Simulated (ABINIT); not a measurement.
# Ge (Fd-3m) in ABINIT: settings compared, part 2 of 2

ABINIT 10.8.3 (patched build).

### Step 4. Band structure, SOGGA

run.abi

```
# Datasets: ground state, then fixed potential
ndtset 2

# Pseudopotentials
pp_dirpath "./"
pseudos "Ge.upf"

# Structure
acell 3*1.0 Angstrom
rprim
     0.0000000000     2.8289100000     2.8289100000
     2.8289100000     0.0000000000     2.8289100000
     2.8289100000     2.8289100000     0.0000000000
ntypat 1
znucl 32
natom 2
typat 1 1
xred
     0.7500000000     0.7500000000     0.7500000000
     0.5000000000     0.5000000000     0.5000000000

# Plane-wave basis
ecut 39.0

# Exchange and correlation
ixc -150130

# Bands and occupations
occopt 3
tsmear 0.05 eV

# SCF cycle
nstep 100

# Output
iomode 3
prtwf 0
prteig 0
prtebands 0
enunit 2
prtden1 1

# Dataset 1
kptopt1 1
ngkpt1 8 8 8
nshiftk1 1
shiftk1 0.0 0.0 0.0
nband1 18
tolvrs1 1.0e-10

# Dataset 2: bands along G-X-W-K-G-L-U-W-L-K
iscf2 -2
getden2 1
nband2 22
nbdbuf2 2
tolwfr2 1.0e-12
kptopt2 -9
ndivsm2 8
prteig2 1
kptbounds2
     0.0000000000     0.0000000000     0.0000000000
     0.5000000000     0.0000000000     0.5000000000
     0.5000000000     0.2500000000     0.7500000000
     0.3750000000     0.3750000000     0.7500000000
     0.0000000000     0.0000000000     0.0000000000
     0.5000000000     0.5000000000     0.5000000000
     0.6250000000     0.2500000000     0.6250000000
     0.5000000000     0.2500000000     0.7500000000
     0.5000000000     0.5000000000     0.5000000000
     0.3750000000     0.3750000000     0.7500000000
```

Potentials or basis: PseudoDojo NC SR PBEsol v0.4.1 standard.

The run is started by

```bash
$ abinit run.abi > log 2>&1
```

run.abo:

```text
.Version 10.8.3 of ABINIT
 DATASET    1 : space group Fd -3 m (#227); Bravais cF (face-center cubic)
================================================================================
 Values of the parameters that define the memory need for DATASET  1.
     intxc =       0    ionmov =       0      iscf =       7    lmnmax =       6
     lnmax =       6     mgfft =      45  mpssoang =       3    mqgrid =    3001
     natom =       2  nloc_mem =       1    nspden =       1   nspinor =       1
    nsppol =       1      nsym =      48    n1xccc =    2501    ntypat =       1
    occopt =       3   xclevel =       2
       mpw =        3584          nfft =       91125          nkpt =          29
================================================================================
================================================================================

 DATASET    2 : space group Fd -3 m (#227); Bravais cF (face-center cubic)
================================================================================
 Values of the parameters that define the memory need for DATASET  2.
     intxc =       0    ionmov =       0      iscf =      -2    lmnmax =       6
     lnmax =       6     mgfft =      45  mpssoang =       3    mqgrid =    3001
     natom =       2  nloc_mem =       1    nspden =       1   nspinor =       1
    nsppol =       1      nsym =      48    n1xccc =    2501    ntypat =       1
    occopt =       3   xclevel =       2
       mpw =        3584          nfft =       91125          nkpt =         139
================================================================================
================================================================================

--------------------------------------------------------------------------------
------------- Echo of variables that govern the present computation ------------
--------------------------------------------------------------------------------
 -outvars: echo values of preprocessed input variables --------
            acell      1.8897261259E+00  1.8897261259E+00  1.8897261259E+00 Bohr
              amu      7.26100000E+01
             ecut      3.90000000E+01 Hartree
           enunit           2
           getden1          0
           getden2          1
             iscf1          7
             iscf2         -2
[... 1958 lines left out ...]
 -20.63786  -20.63786   -8.82526    3.96513    3.96513    3.96513    4.02601    6.48495
   6.48495    6.48495   10.10903   13.33386   13.33386   14.58683
 kpt#   2, nband= 22, wtk=  1.00000, kpt=  0.0217  0.0000  0.0217 (reduced coord)
 -20.89675  -20.89647  -20.89647  -20.86077  -20.86009  -20.65269  -20.65008  -20.65008
 -20.63811  -20.63612   -8.81750    3.57524    3.92501    3.92501    4.41347    6.45607
   6.53486    6.53486   10.15540   13.15608   13.34194   14.60281
 kpt#   3, nband= 22, wtk=  1.00000, kpt=  0.0435  0.0000  0.0435 (reduced coord)
 -20.89797  -20.89702  -20.89702  -20.85995  -20.85741  -20.65781  -20.64925  -20.64925
 -20.63885  -20.63278   -8.79424    3.15595    3.81344    3.81344    4.82463    6.37386
   6.67576    6.67576   10.28999   12.76994   13.36616   14.65067
 kpt#   4, nband= 22, wtk=  1.00000, kpt=  0.0652  0.0000  0.0652 (reduced coord)
 -20.89961  -20.89792  -20.89792  -20.85859  -20.85333  -20.66414  -20.64789  -20.64789
 -20.64008  -20.62942   -8.75549    2.73689    3.65015    3.65015    5.22707    6.24940
   6.88781    6.88781   10.50155   12.32451   13.40656   14.73061
 kpt#   5, nband= 22, wtk=  1.00000, kpt=  0.0870  0.0000  0.0870 (reduced coord)
[... 525 lines left out ...]
 -20.59676  -20.58188   -5.79360   -3.94190   -0.39990    1.55121    5.23010    9.07290
   9.91873   10.41495   12.07873   13.45138   16.53958   17.84653
 kpt# 137, nband= 22, wtk=  1.00000, kpt=  0.3929  0.3929  0.7143 (reduced coord)
 -20.94750  -20.93085  -20.84397  -20.76986  -20.76710  -20.75755  -20.73232  -20.68907
 -20.59605  -20.58113   -5.64033   -4.07485   -0.46440    1.45929    5.14147    8.71562
  10.37106   10.76874   11.96825   13.43617   17.08602   17.99582
 kpt# 138, nband= 22, wtk=  1.00000, kpt=  0.3839  0.3839  0.7321 (reduced coord)
 -20.94749  -20.93108  -20.84300  -20.77698  -20.76177  -20.75124  -20.73698  -20.69000
 -20.59562  -20.58092   -5.49575   -4.21440   -0.47471    1.37876    5.06377    8.33586
  10.82320   11.08150   11.91588   13.49397   17.41687   18.25124
 kpt# 139, nband= 22, wtk=  1.00000, kpt=  0.3750  0.3750  0.7500 (reduced coord)
 -20.94702  -20.93108  -20.84274  -20.78408  -20.75842  -20.74477  -20.73972  -20.69034
 -20.59548  -20.58123   -5.38617   -4.32831   -0.43696    1.31075    4.99956    7.96524
  11.13712   11.32775   12.02761   13.64759   17.44548   18.54597

== END DATASET(S) ==============================================================
================================================================================

 -outvars: echo values of variables after computation  --------
            acell      1.8897261259E+00  1.8897261259E+00  1.8897261259E+00 Bohr
           etotal1    -1.7821334749E+02
            fcart1     1.0073749170E-28 -1.0073749170E-28 -3.0221247509E-28
                      -1.0073749170E-28  1.0073749170E-28  3.0221247509E-28
            rprim      0.0000000000E+00  2.8289100000E+00  2.8289100000E+00
                       2.8289100000E+00  0.0000000000E+00  2.8289100000E+00
                       2.8289100000E+00  2.8289100000E+00  0.0000000000E+00
           strten1     1.0092457079E-06  1.0092457079E-06  1.0092457079E-06
                       0.0000000000E+00  0.0000000000E+00  0.0000000000E+00
           xangst      4.2433650000E+00  4.2433650000E+00  4.2433650000E+00
                       2.8289100000E+00  2.8289100000E+00  2.8289100000E+00
             xred      7.5000000000E-01  7.5000000000E-01  7.5000000000E-01
                       5.0000000000E-01  5.0000000000E-01  5.0000000000E-01
 Calculation completed.
```

Wall time 4.7 min (1 thread of Arm Neoverse V1, shared host); peak memory 0.24 GiB.

Results:

- Free energy: -4849.4322 eV
- Pressure: 0.0 GPa
- Band gap on the k mesh: 0.06 eV, direct
- Band gap along the path: 0.06 eV, direct
- Valence electrons inside the program's atomic spheres: Ge 11.55 (radii [1.0584] Å)

Levels at the corners of the path, in eV from the valence-band top:
| point | band 10 | band 11 | band 12 | band 13 | band 14 | band 15 | band 16 | band 17 | band 18 | band 19 |
| --- | --- | --- | --- | --- | --- | --- | --- | --- | --- | --- |
| Γ | -24.60 | -12.79 | 0.00 | 0.00 | 0.00 | 0.06 | 2.52 | 2.52 | 2.52 | 6.14 |
| X | -24.56 | -8.88 | -8.88 | -3.10 | -3.10 | 0.61 | 0.61 | 9.52 | 9.52 | 11.50 |
| W | -24.55 | -8.78 | -8.78 | -3.96 | -3.96 | 4.29 | 4.29 | 4.58 | 4.58 | 10.97 |
| K | -24.55 | -9.35 | -8.29 | -4.40 | -2.65 | 1.03 | 4.00 | 7.17 | 7.36 | 8.06 |
| Γ | -24.60 | -12.79 | 0.00 | 0.00 | 0.00 | 0.06 | 2.52 | 2.52 | 2.52 | 6.14 |
| L | -24.58 | -10.68 | -7.63 | -1.41 | -1.41 | 0.13 | 3.68 | 3.68 | 6.89 | 10.38 |
| U | -24.55 | -9.35 | -8.29 | -4.40 | -2.65 | 1.03 | 4.00 | 7.17 | 7.36 | 8.06 |
| W | -24.55 | -8.78 | -8.78 | -3.96 | -3.96 | 4.29 | 4.29 | 4.58 | 4.58 | 10.97 |
| L | -24.58 | -10.68 | -7.63 | -1.41 | -1.41 | 0.13 | 3.68 | 3.68 | 6.89 | 10.38 |
| K | -24.55 | -9.35 | -8.29 | -4.40 | -2.65 | 1.03 | 4.00 | 7.17 | 7.36 | 8.06 |

Caveat: the potentials were made for another functional, which shifts forces and pressure.

### Step 5. Band structure, PBEsol

Changes to run.abi since step 4:

```diff
@@ -8,7 +8,7 @@
 # Structure
-acell 3*1.0 Angstrom
+acell 3*1.0
 rprim
-     0.0000000000     2.8289100000     2.8289100000
-     2.8289100000     0.0000000000     2.8289100000
-     2.8289100000     2.8289100000     0.0000000000
+     0.0000000000     5.3458651312     5.3458651312
+     5.3458651312     0.0000000000     5.3458651312
+     5.3458651312     5.3458651312     0.0000000000
 ntypat 1
@@ -22,6 +22,6 @@
 # Plane-wave basis
-ecut 39.0
+ecut 1061.244064 eV
 
 # Exchange and correlation
-ixc -150130
+ixc -116133
 
@@ -29,3 +29,3 @@
 occopt 3
-tsmear 0.05 eV
+tsmear 0.00183747
 
@@ -39,3 +39,3 @@
 prtebands 0
-enunit 2
+enunit 1
 prtden1 1
```

The run is started by

```bash
$ abinit run.abi > log 2>&1
```

Wall time 4.6 min (1 thread of Arm Neoverse V1, shared host); peak memory 0.24 GiB.

It converged, with:

| Quantity | Value |
| --- | --- |
| Free energy | -4854.5935 eV |
| Pressure | 0.6 GPa |
| Band gap on the k mesh | none (metal or under the smearing width) |
| Valence electrons inside the program's atomic spheres | Ge 11.56 (radii [1.0584] Å) |

Levels at the corners of the path, in eV from the Fermi level:
```csv
point,band 12,band 13,band 14,band 15,band 16,band 17
Γ,-0.03,-0.02,-0.02,-0.02,2.51,2.51
X,-8.92,-3.10,-3.10,0.65,0.65,9.47
W,-8.82,-3.95,-3.95,4.27,4.27,4.62
K,-8.33,-4.39,-2.66,1.06,4.01,7.15
Γ,-0.03,-0.02,-0.02,-0.02,2.51,2.51
L,-7.65,-1.43,-1.43,0.10,3.69,3.69
U,-8.33,-4.39,-2.66,1.06,4.01,7.15
W,-8.82,-3.95,-3.95,4.27,4.27,4.62
L,-7.65,-1.43,-1.43,0.10,3.69,3.69
K,-8.33,-4.39,-2.66,1.06,4.01,7.15
```

Caveat: this crystal is a semiconductor, whose small gap the functional closes, so the metal is an error of the method.

### Step 6. The runs side by side

| level | potentials or basis | cutoff (eV) | fine-grid cutoff | gap on the mesh (eV) | pressure (GPa) |
| --- | --- | --- | --- | --- | --- |
| RPBE | JTH PAW PBE v2.0 | 544 | 1088.46 eV | 0.11 | - |
| SOGGA | PseudoDojo NC SR PBEsol v0.4.1 standard | 1061 | - | 0.06 | 0.0 |
| PBEsol | PseudoDojo NC SR PBEsol v0.4.1 standard | 1061 | - | none | 0.6 |

Alike in all rows: task band structure; no spin polarisation; cell as given; k mesh 8 × 8 × 8; smearing fermi-dirac 0.05 eV.

Caveats: the PAW data sets were made with another functional, which shifts forces and pressure a little (some runs); the potentials were made for another functional, which shifts forces and pressure (some runs); this crystal is a semiconductor, whose small gap the functional closes, so the metal is an error of the method (some runs).

Total energies depend on the potentials used, so only differences within one code and one set of settings carry meaning.

### Step 7. Comparison with measurements

Step 3. A measured gap of Ge is 0.744 eV (indirect; 0 K; “Temperature-dependent photoluminescence in Ge: experiment and theory”, 2020, arxiv:2003.00143); the calculated 0.11 eV misses it by -0.63 eV. 3 values of this kind are on record (0.666 to 0.807 eV); this one was drawn at random among those near their median. Spin-orbit coupling on Ge is left out. The value is that of RPBE on a finite k mesh, which can miss the band edges, without temperature or zero-point motion. Semilocal functionals fall short of measured gaps as a rule.

Step 4. Measured gap of Ge: 0.744 eV (indirect; 0 K; “Temperature-dependent photoluminescence in Ge: experiment and theory”, 2020, arxiv:2003.00143). This calculation gives 0.06 eV (-0.68 eV). 3 values of this kind are on record (0.666 to 0.807 eV); this one was drawn at random among those near their median. Spin-orbit coupling on Ge is left out. The value is that of SOGGA, without temperature or zero-point motion.

Step 5. Against the measured gap of Ge, 0.666 eV (indirect; 293 K; “Electronic and optical properties of SixGe1-x-ySny alloys lattice-matched to Ge”, 2021, arxiv:2109.02782), the calculated 0.00 eV is off by -0.67 eV. 3 values of this kind are on record (0.666 to 0.807 eV); this one was drawn at random among those near their median. Spin-orbit coupling on Ge is left out. The value is that of PBEsol on a finite k mesh, which can miss the band edges, without temperature or zero-point motion. Semilocal functionals fall short of measured gaps as a rule.
